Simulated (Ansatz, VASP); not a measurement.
# One calculation of NaCl, two programs

INCAR

```
PREC = Accurate
ENCUT = 520
EDIFF = 1E-7
ISMEAR = -1
SIGMA = 0.02
LREAL = F
LASPH = T
NELM = 60
ALGO = Normal
ISIF = 2
LWAVE = F
LCHARG = T
GGA = PE
LELF = T
LVHAR = T
NBANDS = 14
```

The input KPOINTS:

```
Automatic mesh
0
Gamma
  8 8 8
```

The input POSCAR:

```
NaCl
1.0
    0.0000000000      3.0872727775      3.2663345986
    3.0872727775      0.0000000000      3.2663345986
    3.0872727775      3.0872727775      0.0000000000
Na Cl
1 1
Direct
    0.0000000000      0.0000000000      0.0000000000
    0.2500000000      0.2500000000      0.2500000000
```

Input for Ansatz:

```yaml
crystal:
  lattice:
    - [0.0, 3.0872727775, 3.2663345986]
    - [3.0872727775, 0.0, 3.2663345986]
    - [3.0872727775, 3.0872727775, 0.0]
  atoms:
    - { symbol: Na, position: [0.0, 0.0, 0.0] }
    - { symbol: Cl, position: [0.25, 0.25, 0.25] }
kpoints:
  mp_grid: { grid: [8, 8, 8] }
  band_path:
    path:
      - [0.0, 0.0, 0.0]
      - [-0.5, -0.5, 0.0]
      - [-0.375, -0.375, 0.25]
      - [-0.375, 0.0, 0.375]
      - [0.0, 0.0, 0.5]
      - [-0.5, -0.25, 0.25]
    npoints: 1
hamiltonian:
  xc: pbe
scf:
  occupations: { method: fermi_dirac, width: 0.02 }
  n_extra_bands: 4
output:
  forces: true
  stress: true
  eigenvalues: true
```

Change from the starting cell: uniaxial_z strain +5.8%.

Alike in both runs: task single point; functional PBE; k mesh 8 × 8 × 8; occupations fermi-dirac, width 0.02 eV; no spin polarisation.

```csv
,VASP,Ansatz
version,VASP 6.6.1,Ansatz 0.2.0
potentials or method,"VASP PAW PBE potentials, release 64 (Na_pv, Cl)","plane waves, PAW"
plane-wave cutoff (eV),520,420
valence electrons in the cell,14,16
```

Ansatz gave:

```
gap on the k mesh at the Fermi level (eV)       : 4.78
pressure (GPa)                                  : -0.3
largest component of the traceless stress (GPa) : 0.16
```

Problem. Which values does VASP return?

Solution. gap on the k mesh at the Fermi level (eV): 4.78; pressure (GPa): -0.3; largest component of the traceless stress (GPa): 0.15.

With one functional, cell and mesh, what is left measures potentials, basis and numerics. The two sets of potentials don't hold the same shells in valence.

A k mesh can miss the band edges.
